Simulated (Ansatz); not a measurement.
**Al3Cu2: single point with PBEsol**

Al3Cu2:

```
Cu Al
1.0
     4.09195    0.00000    0.00000
    -2.04598    3.54373    0.00000
     0.00000    0.00000    4.99278
Cu Al
2 3
Direct
  0.66979 0.33182 0.16768
  0.32861 0.66354 0.84105
  0.65997 0.32290 0.65487
  0.34223 0.66332 0.35039
  0.01813 0.00495 0.99980
```

The cell comes from a database or a generator and needn't be the stable form of this composition.

The cell isn't the ideal one: atoms moved at random, drawn with an rms of 0.05 Å.

```
Program             : Ansatz 0.2.0
Task                : single point
Functional          : PBEsol
Potentials or basis : Ansatz PAW
Cutoff              : 420 eV (not typed: the program's choice for these potentials)
k mesh              : 8 × 8 × 6
Occupations         : fermi-dirac, width 0.05 eV
Spin                : no spin polarisation
```

```json
{
 "Pressure": "0.4 GPa",
 "Largest force": "0.581 eV/Å",
 "Band gap on the k mesh": "none (metal or under the smearing width)"
}
```

Forces on the atoms (eV/Å):
```
Cu   0.264  0.076 -0.185
Cu   0.246  0.003  0.045
Al   0.124  0.154 -0.076
Al  -0.112  0.013  0.140
Al  -0.521 -0.246  0.075
```

Stress tensor (GPa, compression positive):
```
 0.29 -0.48 -0.02
-0.48  0.68  0.00
-0.02  0.00  0.31
```

Levels at points of the mesh, in eV from the Fermi level:
| k point | band 20 | band 21 | band 22 | band 23 | band 24 | band 25 | band 26 | band 27 | band 28 | band 29 |
| --- | --- | --- | --- | --- | --- | --- | --- | --- | --- | --- |
| (0.00, 0.00, 0.00) | -3.67 | -3.57 | -0.18 | -0.12 | 1.37 | 1.39 | 2.56 | 2.92 | 5.30 | 5.33 |
| (0.00, 0.00, -0.50) | -4.11 | 1.09 | 1.25 | 1.35 | 1.39 | 1.80 | 2.47 | 2.50 | 2.52 | 3.26 |
| (0.00, -0.50, 0.00) | -4.03 | -3.02 | -2.97 | -2.53 | -0.79 | -0.01 | 0.40 | 2.96 | 3.92 | 4.76 |
| (0.00, -0.50, -0.50) | -4.15 | -4.08 | -3.48 | -1.73 | -0.13 | 0.82 | 0.97 | 5.17 | 5.27 | 5.49 |
| (-0.50, 0.00, 0.00) | -4.03 | -3.03 | -2.97 | -2.53 | -0.76 | 0.00 | 0.40 | 2.96 | 3.88 | 4.72 |
| (-0.50, 0.00, -0.50) | -4.14 | -4.05 | -3.47 | -1.73 | -0.15 | 0.81 | 0.96 | 5.16 | 5.33 | 5.43 |
| (-0.50, -0.50, 0.00) | -4.03 | -3.02 | -2.97 | -2.52 | -0.80 | -0.01 | 0.41 | 2.96 | 3.93 | 4.76 |
| (-0.50, -0.50, -0.50) | -4.15 | -4.09 | -3.48 | -1.73 | -0.12 | 0.81 | 0.97 | 5.15 | 5.26 | 5.50 |

Wall time 32 s on 2 threads of Arm Neoverse V1, with other jobs on the host, peak memory 0.56 GiB.

Caveat: the PAW data sets come from PBE, with cores solved anew for the run's functional, which leaves a small shift of forces and pressure.
